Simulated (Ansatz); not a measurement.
The system is WC.

```
CELL_PARAMETERS angstrom
0.00000 2.30211 2.30211
2.30211 0.00000 2.30211
2.30211 2.30211 0.00000
ATOMIC_POSITIONS crystal
W 0.00000 0.00000 0.00000
C 0.75000 0.75000 0.75000
```

The cell was built by a generator and needn't be a form met in nature.

| Quantity | Value |
| --- | --- |
| Program | Ansatz 0.2.0 |
| Task | relaxation of cell and atoms |
| Functional | PBE0 |
| Potentials or basis | Ansatz PAW |
| Cutoff | 420 eV (not typed: the program's choice for these potentials) |
| k mesh | 5 × 5 × 5 |
| Occupations | fermi-dirac, width 0.05 eV |
| Spin | no spin polarisation |

At the start: volume 12.20 Å³/atom.

Task: Where does the relaxation end?

Result: It ends after 7 steps and the volume is 12.65 Å³/atom (+3.7 %); space group F-43m (No. 216, to 0.05 Å).

The path:
| step | energy change (eV) | largest force (eV/Å) | volume (Å³) |
| --- | --- | --- | --- |
| 1 | 0.0000 | 0.0000 | 24.40 |
| 2 | -0.0277 | 0.0000 | 25.46 |
| 3 | -0.0290 | 0.0000 | 25.30 |
| 4 | -0.0290 | 0.0000 | 25.29 |
| 5 | -0.0307 | 0.0000 | 25.29 |
| 6 | -0.0307 | 0.0000 | 25.30 |
| 7 | -0.0307 | 0.0000 | 25.30 |

Final structure:
```cif
data_structure
_symmetry_space_group_name_H-M 'P 1'
_symmetry_Int_Tables_number 1
_cell_length_a 3.2950
_cell_length_b 3.2950
_cell_length_c 3.2950
_cell_angle_alpha 60.000
_cell_angle_beta 60.000
_cell_angle_gamma 60.000
_cell_volume 25.30
loop_
_atom_site_label
_atom_site_type_symbol
_atom_site_fract_x
_atom_site_fract_y
_atom_site_fract_z
_atom_site_occupancy
W1 W 0.00000 0.00000 0.00000 1
C1 C 0.75000 0.75000 0.75000 1
```

Caveat: the k mesh is coarse (spacing up to 0.47 Å⁻¹), so the values aren't converged, least of all with exact exchange; the plane-wave basis is chosen anew once the cell has moved, so the energies of steps on either side of that aren't comparable; the PAW data sets come from PBE, with cores solved anew for the run's functional, which leaves a small shift of forces and pressure.
